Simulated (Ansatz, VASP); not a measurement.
## MgO in VASP and in Ansatz

File INCAR:

```
  PREC = Accurate
  ENCUT = 520
  EDIFF = 1E-6
  ISMEAR = 0
  SIGMA = 0.05
  LREAL = False
  LASPH = True
  NELM = 100
  ALGO = Normal
  ISIF = 2
  LWAVE = False
  LCHARG = False
  GGA = PS
  NBANDS = 16
```

The input KPOINTS:

```
Automatic mesh
0
Gamma
  9 9 6
```

Contents of POSCAR:

```
MgO
1.0
    3.5347000000      0.0000000000      0.0000000000
   -1.7673500000      3.0611399948      0.0000000000
    0.0000000000      0.0000000000      5.1198000000
Mg O
2 2
Direct
    0.3333333333      0.6666666667      0.0036583380
    0.6666666667      0.3333333333      0.5036583380
    0.3333333333      0.6666666667      0.4009416620
    0.6666666667      0.3333333333      0.9009416620
```

Input for Ansatz:

```yaml
crystal:
  lattice:
    - [3.5347, 0.0, 0.0]
    - [-1.76735, 3.0611399948, 0.0]
    - [0.0, 0.0, 5.1198]
  atoms:
    - { symbol: Mg, position: [0.3333333333, 0.6666666667, 0.003658338] }
    - { symbol: Mg, position: [0.6666666667, 0.3333333333, 0.503658338] }
    - { symbol: O, position: [0.3333333333, 0.6666666667, 0.400941662] }
    - { symbol: O, position: [0.6666666667, 0.3333333333, 0.900941662] }
basis:
  ecutwfc: 520.0
kpoints:
  mp_grid: { grid: [9, 9, 6] }
hamiltonian:
  xc: pbesol
  pseudopotentials: { kind: paw, azcp: { folder: soft_1 } }
scf:
  occupations: { method: gaussian, width: 0.05 }
output:
  forces: true
  stress: true
  eigenvalues: true
```

Alike in both runs: task single point; functional PBEsol; k mesh 9 × 9 × 6; occupations gaussian, width 0.05 eV; no spin polarisation.

|  | VASP | Ansatz |
| --- | --- | --- |
| version | VASP 6.6.1 | Ansatz 0.2.0 |
| potentials or method | VASP PAW PBE potentials, release 64 (Mg, O) | scalar-relativistic, plane waves, PAW |
| plane-wave cutoff (eV) | 520 | 520 |
| valence electrons in the cell | 16 | 32 |

```tsv
	VASP	Ansatz	Ansatz less VASP
gap on the k mesh at the Fermi level (eV)	2.53	2.54	+0.010
least direct gap on the mesh (eV)	2.53	2.54	+0.010
pressure (GPa)	-14.1	-13.7	+0.42
largest component of the traceless stress (GPa)	4.73	4.65	-0.078
rms of the force components (eV/Å)	0.085	0.085	+0.0002
```

Atom by atom the forces differ by 0.000 eV/Å (rms over components). The two sets of potentials don't hold the same shells in valence. Ansatz warned: «pseudo_functional_mismatch».

Caveats: the PAW data sets were made with another functional, which shifts forces and pressure a little (VASP); an odd mesh through Γ misses points on the zone boundary, where band edges often lie.
